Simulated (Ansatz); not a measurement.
**Ru: changes ranked by their effect on the pressure**

```yaml
crystal:
  lattice:
    - [0.00000, 2.72699, 2.72699]
    - [2.72699, 0.00000, 2.72699]
    - [2.72699, 2.72699, 0.00000]
  atoms:
    - { symbol: Ru, position: [0.00000, 0.00000, 0.00000] }
    - { symbol: Ru, position: [0.25000, 0.25000, 0.25000] }
```

Atom numbers follow the list: Ru1, Ru2.

The conventional cell has a = 5.454 Å, b = 5.454 Å, c = 5.454 Å, α = 90.00°, β = 90.00°, γ = 90.00°. Ru (atom 1) is surrounded by 4 Ru at 2.36 Å.

The cell was built from the diamond type and relaxed in the same program, and has space group Fd-3m; it needn't be a known or the stable phase.

The calculation used DFT, PBE, all-electron LAPW, scalar-relativistic (Ansatz 0.2.0).

Settings: a Γ-centred 10×10×10 k mesh, Fermi–Dirac smearing of 0.03 eV, basis error target 0.5 meV/atom, no spin polarisation.

In this reference run the pressure is 0.0 GPa (positive in compression). Each change below is made alone, on the same k mesh, with fractional coordinates held unless an atom is moved; x, y and z are the Cartesian axes.

Order the changes by the shift of the pressure, most negative first.
A. volume scaled by 0.98
B. x and y strained by -2 %, z held
C. z strained by -2 % at fixed volume
D. atom 2 (Ru) moved by (0.0566, 0.0566, 0.0000) Å
E. volume scaled by 1.02

E (-3.1 GPa), C (-0.1 GPa), D (+0.4 GPa), A (+3.5 GPa), B (+7.2 GPa).
